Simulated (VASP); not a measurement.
# C in VASP: further runs

Aim: see how the results for C move with the level of theory and the settings. Levels: PBE, r2SCAN+rVV10. Tasks: single point.

All numbers are computed with VASP 6.6.1; they aren't measurements. Logs are shortened: lines on timing, memory, paths and dates and some standing lists are left out, and cuts for length are marked.

## (1) The structure

The cell holds a slab with vacuum, 12 atoms: a = 4.261 Å, b = 4.261 Å, c = 21.350 Å, α = 90.00°, β = 90.00°, γ = 120.00°.

The cell was built by a generator and needn't be a form met in nature.

## (2) Single point, PBE

Contents of INCAR:

```
SYSTEM = C
ALGO     = Normal         ! electronic algorithm
DIPOL    = 0.5 0.5 0.500
EDIFF    = 1E-7           ! SCF threshold, eV
ENCUT    = 520            ! plane-wave cutoff, eV
GGA      = PE             ! functional
IDIPOL   = 3            
ISIF     = 2              ! what is computed and relaxed
ISMEAR   = 0              ! smearing method
LASPH    = .TRUE.         ! aspherical terms in the spheres
LCHARG   = .TRUE.         ! write CHGCAR
LDIPOL   = .TRUE.       
LELF     = .TRUE.         ! ELF
LREAL    = .FALSE.        ! projectors in reciprocal space
LVACPOTAV= .TRUE.       
LVHAR    = .TRUE.       
LWAVE    = .FALSE.        ! write WAVECAR
NBANDS   = 36             ! bands
NELM     = 60             ! most SCF steps
PREC     = Accurate       ! precision mode
SIGMA    = 0.05           ! smearing width, eV
```

Contents of KPOINTS:

```
k-points
0
G
  6 6 1
  0 0 0
```

Contents of POSCAR:

```
C
1.0
    3.6900000000      2.1304224933      0.0000000000
   -3.6900000000      2.1304224933      0.0000000000
    0.0000000000      0.0000000000     21.3500000000
C
12
Direct
    0.0000000000      0.0000000000      0.5784543326
    0.3333333333      0.3333333333      0.5784543326
    0.0000000000      0.0000000000      0.4215456674
    0.3333333333      0.0000000000      0.4215456674
    0.3333333333      0.6666666667      0.5784543326
    0.6666666667      1.0000000000      0.5784543326
    0.3333333333      0.6666666667      0.4215456674
    0.6666666667      0.6666666667      0.4215456674
    0.6666666667      0.3333333333      0.5784543326
    1.0000000000      0.6666666667      0.5784543326
    0.6666666667      0.3333333333      0.4215456674
    1.0000000000      0.3333333333      0.4215456674
```

Potentials or basis: VASP PAW PBE potentials, release 64 (C).

On the command line:

```
> cat potpaw_PBE.64/C/POTCAR > POTCAR
> mpirun -np 1 vasp_std > vasp.out
```

OUTCAR:

```text
SYSTEM = C
   EDIFF = 1E-7
   ENCUT = 520
   GGA = PE
   ISIF = 2
   ISMEAR = 0
   LASPH = .TRUE.
   LREAL = .FALSE.
   NELM = 60
   PREC = Accurate

 ion  position               nearest neighbor table
   1  0.000  0.000  0.578-   2 1.42   6 1.42  10 1.42
   2  0.333  0.333  0.578-   1 1.42   5 1.42   9 1.42
   3  0.000  0.000  0.422-   8 1.42   4 1.42  12 1.42
   4  0.333  0.000  0.422-   3 1.42   7 1.42  11 1.42
   5  0.333  0.667  0.578-  10 1.42   6 1.42   2 1.42
   6  0.667  0.000  0.578-   1 1.42   9 1.42   5 1.42
   7  0.333  0.667  0.422-   4 1.42  12 1.42   8 1.42
   8  0.667  0.667  0.422-   3 1.42   7 1.42  11 1.42
   9  0.667  0.333  0.578-   6 1.42  10 1.42   2 1.42
  10  0.000  0.667  0.578-   1 1.42   5 1.42   9 1.42
  11  0.667  0.333  0.422-  12 1.42   4 1.42   8 1.42
  12  0.000  0.333  0.422-   3 1.42  11 1.42   7 1.42

  LATTYP: Found a hexagonal cell.
 ALAT       =     4.2608449866
 C/A-ratio  =     5.0107431899

  Lattice vectors:

 A1 = (   3.6900000000,   2.1304224933,   0.0000000000)
 A2 = (  -3.6900000000,   2.1304224933,   0.0000000000)
 A3 = (   0.0000000000,   0.0000000000,  21.3500000000)

Analysis of symmetry for initial positions (statically):
=====================================================================
 Subroutine PRICEL returns following result:

  LATTYP: Found a hexagonal cell.
 ALAT       =     2.4599999997
 C/A-ratio  =     8.6788617895

  Lattice vectors:

 A1 = (  -1.2299999995,  -2.1304224933,   0.0000000000)
 A2 = (   2.4599999998,   0.0000000000,   0.0000000000)
 A3 = (   0.0000000000,   0.0000000000,  21.3500000000)

   3 primitive cells build up your supercell.

 Routine SETGRP: Setting up the symmetry group for a
 hexagonal supercell.

 Subroutine GETGRP returns: Found 12 space group operations
 (whereof 12 operations were pure point group operations)
 out of a pool of 24 trial point group operations.

The static configuration has the point symmetry D_3d.

Analysis of symmetry for dynamics (positions and initial velocities):
=====================================================================
 Subroutine PRICEL returns following result:

  LATTYP: Found a hexagonal cell.
 ALAT       =     2.4599999997
 C/A-ratio  =     8.6788617895

  Lattice vectors:

 A1 = (  -1.2299999995,  -2.1304224933,   0.0000000000)
 A2 = (   2.4599999998,   0.0000000000,   0.0000000000)
 A3 = (   0.0000000000,   0.0000000000,  21.3500000000)

   3 primitive cells build up your supercell.

 Routine SETGRP: Setting up the symmetry group for a
 hexagonal supercell.

 Subroutine GETGRP returns: Found 12 space group operations
 (whereof 12 operations were pure point group operations)
 out of a pool of 24 trial point group operations.

The dynamic configuration has the point symmetry D_3d.

 Subroutine INISYM returns: Found 12 space group operations
 (whereof 12 operations are pure point group operations),
 and found     3 'primitive' translations

----------------------------------------------------------------------------------------

                                     Primitive cell

  volume of cell :     111.8919

  direct lattice vectors                    reciprocal lattice vectors
    -1.230000000 -2.130422493  0.000000000     0.000000000 -0.469390463  0.000000000
     2.460000000  0.000000000  0.000000000     0.406504065 -0.234695231  0.000000000
     0.000000000  0.000000000 21.350000000     0.000000000  0.000000000  0.046838407

  length of vectors
     2.460000000  2.460000000 21.350000000     0.469390463  0.469390463  0.046838407

  position of ions in fractional coordinates (direct lattice)
     0.000000000  0.000000000  0.578454333
     0.333333333  0.666666667  0.578454333
     0.000000000  0.000000000  0.421545667
     0.666666667  0.333333333  0.421545667

  ion indices of the primitive-cell ions
   primitive index   ion index
                 1           1
                 2           6
                 3           3
                 4           4

----------------------------------------------------------------------------------------

 KPOINTS: k-points

Automatic generation of k-mesh.
 Grid dimensions read from file:
 generate k-points for:    6    6    1

 Generating k-lattice:

  Cartesian coordinates                     Fractional coordinates (reciprocal lattice)
     0.022583559  0.039115872  0.000000000     0.166666667  0.000000000  0.000000000
    -0.022583559  0.039115872  0.000000000     0.000000000  0.166666667  0.000000000
     0.000000000  0.000000000  0.046838407     0.000000000  0.000000000  1.000000000

  Length of vectors
     0.045167118  0.045167118  0.046838407

  Shift w.r.t. Gamma in fractional coordinates (k-lattice)
     0.000000000  0.000000000  0.000000000

 Subroutine IBZKPT returns following result:
 ===========================================

 Found      7 irreducible k-points:

 Following reciprocal coordinates:
            Coordinates               Weight
  0.000000  0.000000  0.000000      1.000000
  0.166667  0.000000  0.000000      6.000000
  0.333333 -0.000000  0.000000      6.000000
  0.500000  0.000000  0.000000      3.000000
  0.166667  0.166667  0.000000      6.000000
  0.333333  0.166667  0.000000     12.000000
  0.333333  0.333333  0.000000      2.000000
   k-points           NKPTS =      7   k-points in BZ     NKDIM =      7   number of bands    NBANDS=     36
   number of dos      NEDOS =    301   number of ions     NIONS =     12
   total plane-waves  NPLWV = 163840
   dimension x,y,z NGX =    32 NGY =   32 NGZ =  160
   dimension x,y,z NGXF=    64 NGYF=   64 NGZF=  320
   ions per type =              12
   NGX,Y,Z   is equivalent  to a cutoff of  12.49, 12.49, 12.46 a.u.
   NGXF,Y,Z  is equivalent  to a cutoff of  24.97, 24.97, 24.92 a.u.
 SYSTEM =  C
   PREC   = accura    normal or accurate (medium, high low for compatibility)
   ISTART =      0    job   : 0-new  1-cont  2-samecut
   ICHARG =      2    charge: 1-file 2-atom 10-const
   ISPIN  =      1    spin polarized calculation?
   LNONCOLLINEAR =      F non collinear calculations
   LSORBIT =      F    spin-orbit coupling
   LASPH  =      T    aspherical Exc in radial PAW
   ENCUT  =  520.0 eV  38.22 Ry    6.18 a.u.   7.92  7.92 39.70*2*pi/ulx,y,z
   NELM   =     60;   NELMIN=  2; NELMDL= -5     # of ELM steps
   EDIFF  = 0.1E-06   stopping-criterion for ELM
   LREAL  =      F    real-space projection
   EDIFFG = 0.1E-05   stopping-criterion for IOM
   NSW    =      0    number of steps for IOM
   IBRION =     -1    ionic relax: 0-MD 1-quasi-New 2-CG
   NFREE  =      0    steps in history (QN), initial steepest desc. (CG)
   ISIF   =      2    stress and relaxation
   ISYM   =      2    0-nonsym 1-usesym 2-fastsym
   POTIM  = 0.5000    time-step for ionic-motion
   TEBEG  =    0.0;   TEEND  =   0.0 temperature during run
   PSTRESS=    0.0 pullay stress
   NELECT =      48.0000    total number of electrons
   NUPDOWN=      -1.0000    fix difference up-down
   EMIN   =  10.00;   EMAX   =-10.00  energy-range for DOS
   EFERMI =   0.00;   METHOD = LEGACY
   ISMEAR =     0;   SIGMA  =   0.05  broadening in eV -4-tet -1-fermi 0-gaus
   EFERMI_NEDOS =   21; number of points for ismear=-14 and -15
   IALGO  =     38    algorithm
   IMIX   =      4    mixing-type and parameters
     AMIX     =   0.40;   BMIX     =  1.00
     AMIX_MAG =   1.60;   BMIX_MAG =  1.00
  volume/ion in A,a.u.               =      27.97       188.77
  Fermi-wavevector in a.u.,A,eV,Ry     =   0.856082  1.617760  9.971383  0.732876
  Thomas-Fermi vector in A             =   1.972929
   LORBIT       =      0    0 simple, 1 ext, 2 COOP (PROOUT), +10 PAW based schemes
   GGA     = PE    functional components
   LHFCALC =     F    Hartree Fock is set to
   AEXX    =    0.0000 exact exchange contribution
   IVDW    =     0    specifies the selected vdW correction
   LEPSILON=     F    determine dielectric tensor
   LRPA    =     F    only Hartree local field effects (RPA)
 non-spin polarized calculation
 Gauss-broadening in eV      SIGMA  =   0.05
  energy-cutoff  :      520.00
  volume of cell :      335.68
 maximum number of plane-waves:      9078
 NGX is ok and might be reduce to    32
   NGX = 15   NGY = 15   NGZ = 79

 dipolmoment           0.000000      0.000000      0.000000 electrons x Angstroem

 number of electron      48.0000001 magnetization

 dipolmoment           0.000000      0.000000     -0.000000 electrons x Angstroem

 Free energy of the ion-electron system (eV)
  ---------------------------------------------------
  ext. energy  EPLUGINS =         0.00000000
  ---------------------------------------------------
  free energy    TOTEN  =      -110.57190043 eV

  energy without entropy =     -110.56876605  energy(sigma->0) =     -110.57033324

 E-fermi :  -1.4332     XC(G=0):  -3.6427

 val. band max:       -1.4331545798   @ k =   0.0000   0.0000   0.0000
 cond. band min:      -1.4331545766   @ k =   0.0000   0.0000   0.0000
 fundamental gap:      0.0000000032
 Fermi energy:        -1.4331545782

 k-point     1 :       0.0000    0.0000    0.0000
  band No.  band energies     occupation
      1     -21.0743      2.00000
      2     -20.9225      2.00000
      3     -14.0868      2.00000
      4     -14.0868      2.00000
      5     -14.0364      2.00000
      6     -14.0364      2.00000
[... 28 lines left out ...]
     35       6.6930      0.00000
     36       6.9260      0.00000
[... 203 lines left out ...]
      6     -18.3378      2.00000
[... 28 lines left out ...]
     35       5.9374      0.00000
     36       5.9374      0.00000

------------------------ aborting loop because EDIFF is reached ----------------------------------------

  FORCE on cell =-STRESS in cart. coord.  units (eV):
  Direction    XX          YY          ZZ          XY          YZ          ZX
  --------------------------------------------------------------------------------------
  -------------------------------------------------------------------------------------
  Total        2.6295916      2.6295916      0.9476555      0.0000000      0.0000000      0.0000000
  in kB       12.5510169     12.5510169      4.5231509      0.0000000      0.0000000      0.0000000
  external PRESSURE =       9.8750616 kB  Pullay stress =       0.0000000 kB

 VOLUME and BASIS-vectors are now :
 -----------------------------------------------------------------------------
  energy-cutoff  :      520.00
  volume of cell :      335.68
      direct lattice vectors                 reciprocal lattice vectors
     3.690000000  2.130422493  0.000000000     0.135501355  0.234695231  0.000000000
    -3.690000000  2.130422493  0.000000000    -0.135501355  0.234695231  0.000000000
     0.000000000  0.000000000 21.350000000     0.000000000  0.000000000  0.046838407

 POSITION                                       TOTAL-FORCE (eV/Angst)
 -----------------------------------------------------------------------------------
      0.00000      0.00000     12.35000         0.000000      0.000000      0.033791
      0.00000      1.42028     12.35000         0.000000     -0.000000      0.066695
      0.00000      0.00000      9.00000         0.000000      0.000000     -0.033791
      1.23000      0.71014      9.00000        -0.000000     -0.000000     -0.066695
     -1.23000      2.13042     12.35000        -0.000000     -0.000000      0.033791
      2.46000      1.42028     12.35000        -0.000000      0.000000      0.066695
     -1.23000      2.13042      9.00000         0.000000      0.000000     -0.033791
      0.00000      2.84056      9.00000        -0.000000     -0.000000     -0.066695
      1.23000      2.13042     12.35000         0.000000      0.000000      0.033791
     -2.46000      1.42028     12.35000        -0.000000      0.000000      0.066695
      1.23000      2.13042      9.00000         0.000000     -0.000000     -0.033791
     -1.23000      0.71014      9.00000        -0.000000     -0.000000     -0.066695
 -----------------------------------------------------------------------------------
    total drift:                               -0.000000      0.000000     -0.000000

  FREE ENERGIE OF THE ION-ELECTRON SYSTEM (eV)
  ---------------------------------------------------
  free  energy   TOTEN  =      -110.5719004347 eV

  energy  without entropy=     -110.5687660481  energy(sigma->0) =     -110.57033324

 vacuum level on the upper side and lower side of the slab         2.825         2.825
```

Wall time 2.8 min (1 thread of Intel Xeon Platinum 8488C (Sapphire Rapids), shared host); peak memory 0.4 GiB.

What came out:

```
Free energy                     : -110.5719 eV
Largest force                   : 0.067 eV/Å
Band gap on the k mesh          : none (metal or under the smearing width)
Work function of the upper face : 4.26 eV
Work function of the lower face : 4.26 eV
```

Forces on the atoms (eV/Å):
```
C    0.000  0.000  0.034
C    0.000  0.000  0.067
C    0.000  0.000 -0.034
C    0.000  0.000 -0.067
C    0.000  0.000  0.034
C    0.000  0.000  0.067
C    0.000  0.000 -0.034
C    0.000  0.000 -0.067
C    0.000  0.000  0.034
C    0.000  0.000  0.067
C    0.000  0.000 -0.034
C    0.000  0.000 -0.067
```

Levels at points of the mesh, in eV from the Fermi level:
```csv
k point,band 22,band 23,band 24,band 25,band 26,band 27
"(0.00, 0.00, 0.00)",-0.33,0.00,0.00,0.00,0.00,0.35
"(0.50, 0.00, 0.00)",-4.90,-2.57,-2.21,1.54,1.90,6.07
```

## (3) Single point, r2SCAN+rVV10

POSCAR is that of step 2.

Contents of INCAR.step1:

```
SYSTEM = C
PREC = Accurate ; ENCUT = 520
ISMEAR = 0 ; SIGMA = 0.05
LREAL = .FALSE. ; LASPH = .TRUE.
NELM = 100 ; LDIPOL = .TRUE.
IDIPOL = 3 ; DIPOL = 0.5 0.5 0.500
NBANDS = 36 ; GGA = PE
ALGO = Normal ; EDIFF = 1E-4
LWAVE = .TRUE. ; LCHARG = .FALSE.
```

Contents of INCAR.step2:

```
SYSTEM = C
PREC = Accurate ; ENCUT = 520
EDIFF = 1E-6 ; ISMEAR = 0
SIGMA = 0.05 ; LREAL = .FALSE.
LASPH = .TRUE. ; NELM = 100
ALGO = Normal ; ISIF = 2
LWAVE = .FALSE. ; LCHARG = .FALSE.
LDIPOL = .TRUE. ; IDIPOL = 3
DIPOL = 0.5 0.5 0.500 ; METAGGA = R2SCAN
LMIXTAU = .TRUE. ; LUSE_VDW = .TRUE.
IVDW_NL = 2 ; BPARAM = 11.95
CPARAM = 0.0093 ; NBANDS = 36
ISTART = 1
```

Contents of KPOINTS:

```
Automatic mesh
0
G
  6 6 1
  0 0 0
```

Potentials or basis: VASP PAW PBE potentials, release 64 (C).

On the command line:

```
> cat potpaw_PBE.64/C/POTCAR > POTCAR
> cp INCAR.step1 INCAR
> mpirun -np 1 vasp_std > vasp.out
> cp INCAR.step2 INCAR
> mpirun -np 1 vasp_std > vasp.out
```

It took 20 min on 1 thread of Intel Xeon Platinum 8488C (Sapphire Rapids), shared host; peak memory 1 GiB.

Results (log left out):

```
Free energy            : -117.8442 eV
Largest force          : 0.017 eV/Å
Band gap on the k mesh : none (metal or under the smearing width)
```

Forces on the atoms (eV/Å):
```
C    0.000  0.000 -0.017
C    0.000  0.000  0.009
C    0.000  0.000  0.017
C    0.000  0.000 -0.009
C    0.000  0.000 -0.017
C    0.000  0.000  0.009
C    0.000  0.000  0.017
C    0.000  0.000 -0.009
C    0.000  0.000 -0.017
C    0.000  0.000  0.009
C    0.000  0.000  0.017
C    0.000  0.000 -0.009
```

Levels at points of the mesh, in eV from the Fermi level:
```
           k point  band 20  band 21  band 22  band 23  band 24  band 25  band 26  band 27  band 28  band 29
(0.00, 0.00, 0.00)    -3.20    -0.34    -0.34     0.00     0.00     0.00     0.00     0.38     0.38     3.72
(0.50, 0.00, 0.00)    -6.13    -5.19    -5.19    -2.73    -2.35     1.64     2.03     6.41     6.41     6.75
```

Caveat: the PAW data sets were made with another functional, which shifts forces and pressure a little.
